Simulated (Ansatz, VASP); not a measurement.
## AlN: VASP beside Ansatz

Contents of INCAR:

```
SYSTEM = AlN
  PREC = Accurate
  ENCUT = 520
  EDIFF = 1E-7
  ISMEAR = 0
  SIGMA = 0.02
  LREAL = .False.
  LASPH = .True.
  NELM = 80
  ALGO = Normal
  ISIF = 2
  LWAVE = .False.
  LCHARG = .False.
  GGA = PE
  NBANDS = 11
```

The input KPOINTS:

```
regular mesh
0
Gamma
  10 10 10
  0 0 0
```

File POSCAR:

```
AlN
1.0
    0.0000000000      2.1009615846      2.1009615846
    2.1009615846      0.0000000000      2.1009615846
    2.1009615846      2.1009615846      0.0000000000
Al N
1 1
Direct
    0.5000000000      0.5000000000      0.5000000000
    0.0000000000      0.0000000000      0.0000000000
```

Input for Ansatz:

```yaml
crystal:
  lattice:
    - [0.0, 2.1009615846, 2.1009615846]
    - [2.1009615846, 0.0, 2.1009615846]
    - [2.1009615846, 2.1009615846, 0.0]
  atoms:
    - { symbol: Al, position: [0.5, 0.5, 0.5] }
    - { symbol: "N", position: [0.0, 0.0, 0.0] }
basis:
  ecutwfc: 420
kpoints:
  mp_grid: { grid: [10, 10, 10] }
hamiltonian:
  xc: pbe
scf:
  occupations: { method: gaussian, width: 0.02 }
output:
  forces: true
  stress: true
  eigenvalues: true
  write_density: true
  write_potential: true
  elf: true
  volumetric_format: npy
```

Alike in both runs: task single point; functional PBE; k mesh 10 × 10 × 10; occupations gaussian, width 0.02 eV; no spin polarisation.

|  | VASP | Ansatz |
| --- | --- | --- |
| version | VASP 6.6.1 | Ansatz 0.2.0 |
| potentials or method | VASP PAW PBE potentials, release 64 (Al, N) | scalar-relativistic, plane waves, PAW |
| plane-wave cutoff (eV) | 520 | 420 |
| valence electrons in the cell | 8 | 8 |

```tsv
	VASP	Ansatz	Ansatz less VASP
gap on the k mesh at the Fermi level (eV)	3.55	3.57	+0.019
least direct gap on the mesh (eV)	4.11	4.10	-0.006
pressure (GPa)	-20.0	-19.8	+0.20
```

Caveats: so large a pressure means that the cell lies far from this level's equilibrium, or that cutoff or potentials fall short (VASP). As with any semilocal functional, this PBE gap is likely too small. A k mesh can miss the band edges.
